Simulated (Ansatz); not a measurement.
# CuO: the cost of one run

Computed with Ansatz 0.2.0 (DFT PBE, scalar-relativistic, plane waves, PAW, unless a step's input says otherwise).

1 further run of the same task is left out (it didn't finish). Runs told in other sessions of the task aren't counted.

### 1 The structure to begin with

Symmetry: Cccm, No. 66, orthorhombic system. The conventional cell has a = 4.164 Å, b = 4.175 Å, c = 5.152 Å, α = 90.00°, β = 90.00°, γ = 90.00°. Cu (site symmetry 2/m) is surrounded by 4 O at 1.96 Å. O (site symmetry 222) has 4 Cu at 1.96 Å in its first shell of neighbours.

Coordinates:

```xyz
4
Lattice="2.0813 -2.0822 0.1624 2.0813 2.0822 0.1624 -0.4048 0.0000 5.1359" Properties=species:S:1:pos:R:3 pbc="T T T"
Cu    1.0406    1.0411    0.0812
Cu    0.8383   -1.0411    2.6491
O     1.9801   -0.0007    1.4463
O     1.7777    0.0007    4.0143
```

This cell comes from an earlier session at PBE: 11.197 Å³/atom at 0.00 GPa, on a 12×12×8 mesh.

The changes: atom 1 (Cu) moved 0.12 Å along y; atom 2 (Cu) moved 0.02 Å along y; strain e1 = +0.02, atoms carried along; strain e1 = -0.01, atoms carried along; all atoms moved at random (σ = 0.03 Å), cell strained at random (1 %); all atoms moved at random (σ = 0.03 Å), cell strained at random (1 %).

### 2 Atom 1 (Cu) moved 0.12 Å along y

input.yaml reads:

```yaml
crystal:
  lattice:
    - [2.0812975449, -2.0821719071, 0.1623629266]
    - [2.0812975449, 2.0821719071, 0.1623629266]
    - [-0.4047888536, 0.0, 5.1359082587]
  atoms:
    - { symbol: Cu, position: [-0.0288160645, 0.5288160645, 0.0], spin: 0.05 }
    - { symbol: Cu, position: [0.5, 0.0, 0.5], spin: 0.05 }
    - { symbol: O, position: [0.5001697937, 0.4998302063, 0.25] }
    - { symbol: O, position: [0.4998302063, 0.5001697937, 0.75] }
basis:
  ecutwfc: 420
  ecutrho_ratio: 4
kpoints:
  mp_grid: { grid: [12, 12, 8] }
hamiltonian:
  xc: pbe
scf:
  occupations: { method: gaussian, width: 0.05 }
  lower_state_search: "off"
output:
  forces: true
  stress: true
  eigenvalues: true
  populations: true
  write_density: true
  write_potential: true
  elf: true
  volumetric_format: npy
magnetization:
  spin_polarized: true
checkpoint:
  read: start.run
  write: ck
  compress: false
  write_wavefunctions: false
  write_every: 100000
```

start.run holds the converged state of the cell before the atoms were moved.

Launch:

```
$ ansatz run input.yaml --threads 4 --pin off --max-ram 7168MiB --backend cpu --events-out ev --progress --plain --runs-dir out
```

**Question.** How long does this run take on 4 threads of AMD EPYC 9R45 (Zen 5), shared host, and how much memory does it need?

About 28 s, with a peak of 1.3 GiB.
